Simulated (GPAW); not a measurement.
## CuO: relaxation of cell and atoms with PBEsol

Crystal: CuO.

```xyz
2
Lattice="2.5526 0.0000 0.0000 0.0000 2.5526 0.0000 0.0000 0.0000 2.5526" Properties=species:S:1:pos:R:3 pbc="T T T"
Cu    0.0000    0.0000    0.0000
O     1.2763    1.2763    1.2763
```

Measurements of this composition are mostly on another form, of space group No. 15.

```
Program             : GPAW 26.7.0
Task                : relaxation of cell and atoms
Functional          : PBEsol
Potentials or basis : PAW data sets generated in the run's folder for this functional
Cutoff              : 800 eV
Basis               : pw
k mesh              : 10 × 10 × 10
Occupations         : fermi-dirac, width 0.05 eV
Spin                : no spin polarisation
Target pressure     : 30 GPa
Maxiter             : 150
Optimizer           : BFGS
Fmax                : 0.02 eV/Å
Max steps           : 60
Target pressure     : 30 GPa
Convergence         : density=1e-05 forces=0.0001
```

* Relaxed volume: 7.82 Å³/atom
* Relaxed cell: a = 2.501 Å, b = 2.501 Å, c = 2.501 Å, α = 90.00°, β = 90.00°, γ = 90.00°
* Space group after relaxing (to 0.05 Å): Pm-3m (No. 221)
* Energy change on relaxing (the enthalpy is what falls): +65.0 meV/atom
* Ionic steps: 4
* Pressure after relaxing: 30.0 GPa
* Band gap on the k mesh: none (metal or under the smearing width)

The path:
```tsv
step	energy change (eV)	largest force (eV/Å)	pressure (GPa)	volume (Å³)
1	0.0000	0.0000	11.79	16.63
2	0.0318	0.0000	17.29	16.30
3	0.1395	0.0000	31.01	15.60
4	0.1300	0.0000	29.95	15.65
```

Final structure:
```cif
data_structure
_symmetry_space_group_name_H-M 'P 1'
_symmetry_Int_Tables_number 1
_cell_length_a 2.5012
_cell_length_b 2.5012
_cell_length_c 2.5012
_cell_angle_alpha 90.000
_cell_angle_beta 90.000
_cell_angle_gamma 90.000
_cell_volume 15.65
loop_
_atom_site_label
_atom_site_type_symbol
_atom_site_fract_x
_atom_site_fract_y
_atom_site_fract_z
_atom_site_occupancy
Cu1 Cu 0.00000 0.00000 0.00000 1
O1 O 0.50000 0.50000 0.50000 1
```

Levels at points of the mesh, in eV from the Fermi level:
| k point | band 5 | band 6 | band 7 | band 8 | band 9 | band 10 | band 11 | band 12 | band 13 | band 14 |
| --- | --- | --- | --- | --- | --- | --- | --- | --- | --- | --- |
| (0.00, 0.00, 0.00) | -2.34 | -2.34 | -1.89 | -1.89 | -1.89 | 1.62 | 16.30 | 16.30 | 21.79 | 21.79 |
| (0.50, 0.00, 0.00) | -3.69 | -1.81 | -1.29 | 0.50 | 0.50 | 7.21 | 9.20 | 17.85 | 18.91 | 18.91 |
| (0.50, 0.50, 0.00) | -2.48 | -2.48 | -2.39 | -1.30 | -1.17 | 5.74 | 12.53 | 12.53 | 18.37 | 26.16 |
| (0.50, 0.50, 0.50) | -1.27 | -1.27 | 0.42 | 0.42 | 0.42 | 6.97 | 6.97 | 6.97 | 15.21 | 24.04 |

Wall time 120 s on 1 thread of Intel(R) Xeon(R) Platinum 8259CL CPU @ 2.50GHz (Skylake/Cascade Lake), on a shared host, peak memory 0.22 GiB.

Caveat: with this Cu data set, volumes or pressures lay over 1.5 % or 2 GPa off other programs in two to four cells of ten; later steps reuse the first step's grids; an odd number of electrons without spin polarisation forces a metal; a magnetic or distorted state may lie lower; the run has no spin polarisation, though such a crystal can be magnetic; semilocal functionals often make such compounds metallic where correlation or magnetic order opens a gap, which also shifts bond lengths. With open d or f shells a metallic result of PBEsol can be an artefact of self-interaction; +U or a hybrid may open a gap.
